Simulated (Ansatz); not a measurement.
# LiCl: strain and displacement

```
CELL_PARAMETERS angstrom
0.00000 2.56476 2.56476
2.56476 0.00000 2.56476
2.56476 2.56476 0.00000
ATOMIC_POSITIONS crystal
Li 0.00000 0.00000 0.00000
Cl 0.50000 0.50000 0.50000
```

Atoms are numbered in the order listed.

The cell is COD entry 1011314, as deposited and not checked against the literature; nothing was relaxed. It is an old determination, and later ones may differ.

The calculation used DFT, PBE, all-electron PAW with datasets made for the crystal, scalar-relativistic (Ansatz 0.2.0).

Sampling and basis: a Γ-centred 9×9×9 k mesh, Fermi–Dirac smearing of 0.03 eV, cutoff 200 eV (chosen by the program for this cell), no spin polarisation.

The unchanged cell is at 0.40 GPa, so energy changes include a term −P ΔV where the volume moves.

Semilocal functionals give too small gaps.

x, y and z are the Cartesian axes of the cell as listed; fractional coordinates follow a strain, and an engineering shear is twice the off-diagonal strain component.

Vzz stands for the principal value of largest size of the field-gradient tensor, whatever its axis.

Task: One change gave: energy change +8 meV/atom; stress change (xx, yy, zz, yz, xz, xy) -2.38, -2.38, -1.65, 0.00, 0.00, 0.00 GPa, compression positive; Vzz in 10²¹ V/m²: Li1 0 → -0.03 (η = 0.00), Cl2 0 → 0.28 (η = 0.00); gap on the k mesh 6.33 → 5.87 eV. Which change was it?
A. atom 2 (Cl) moved by (0.0000, 0.0000, 0.0500) Å
B. xy engineering shear strain of -1 %
C. x and y strained by +4 %, z held

Result: C. For xy engineering shear strain of -1 %: energy change under 1 meV/atom; stress change (xx, yy, zz, yz, xz, xy) 0.00, 0.00, 0.00, 0.00, 0.00, 0.25 GPa, compression positive; Vzz in 10²¹ V/m²: Li1 0 → 0 (under 0.004), Cl2 0 → -0.19 (η = 0.98); gap on the k mesh 6.33 → 6.30 eV. For atom 2 (Cl) moved by (0.0000, 0.0000, 0.0500) Å: energy change under 1 meV/atom; stress change (xx, yy, zz, yz, xz, xy) -0.01, -0.01, 0.10, 0.00, 0.00, 0.00 GPa, compression positive; change of the force on Cl2 (0.000, 0.000, -0.034) eV/Å; Vzz in 10²¹ V/m²: Li1 0 → 0 (under 0.004), Cl2 0 → -0.01 (η = 0.00); gap on the k mesh 6.33 → 6.32 eV.

Task: What force constant does this one finite step give for Cl2 along its displacement (all its periodic images move with it)?

Result: k = −ΔF·u/|u|² = 0.68 eV/Å², so the force pulls the atom back.
